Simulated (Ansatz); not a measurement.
Runs of Ansatz 0.2.0 on MnO. Symmetry: Fm-3m, No. 225, cubic system. The conventional cell has a = 4.444 Å, b = 4.444 Å, c = 4.444 Å, α = 90.00°, β = 90.00°, γ = 90.00°. Mn (site symmetry m-3m) has 6 O at 2.22 Å as nearest neighbours. O (site symmetry m-3m) is surrounded by 6 Mn at 2.22 Å. 

```csv
task,level,U,cell,k mesh,smearing,points for each segment of the path,hubbard projectors,double counting,gap on the mesh (eV),pressure (GPa),moment (μB),relaxed volume (Å³/atom)
band structure,PBE,-,as given,10 × 10 × 10,fermi-dirac 0.05 eV,14,-,-,none,0.4,4.79,-
relaxation of cell and atoms,PBE+U,Mn d U = 6 eV,relaxed,7 × 7 × 7,fermi-dirac 0.05 eV,-,ortho-atomic (the default),fll (the default),(a),0.0,5.00,11.81
single point,PBE,-,as given,10 × 10 × 10,gaussian 0.011 eV,-,-,-,none,0.6,(b),-
relaxation of cell and atoms,PBE+U,Mn d U = 8 eV,relaxed,7 × 7 × 7,fermi-dirac 0.05 eV,-,ortho-atomic (the default),fll (the default),0.46,0.0,5.00,11.98
```

Alike in all rows: potentials or basis Ansatz PAW; spin collinear, ferromagnetic start; cutoff (eV) 420.

Estimate the missing entries.

(a) 0.33; (b) 4.80.

Caveats: a cell with one magnetic atom can't hold antiferromagnetic order, which such compounds often take; semilocal functionals often make such compounds metallic where correlation or magnetic order opens a gap, which also shifts bond lengths (some runs); the magnetic or orbital state may not be the lowest (some runs); odd divisions of the mesh miss points on the zone boundary, where band edges often lie, so the gap on the mesh can be too wide (some runs); the plane-wave basis is chosen anew once the cell has moved, so the energies of steps on either side of that aren't comparable (some runs).

A k mesh can miss the band edges.

A gap of «none» marks a metal or a gap under the smearing width.
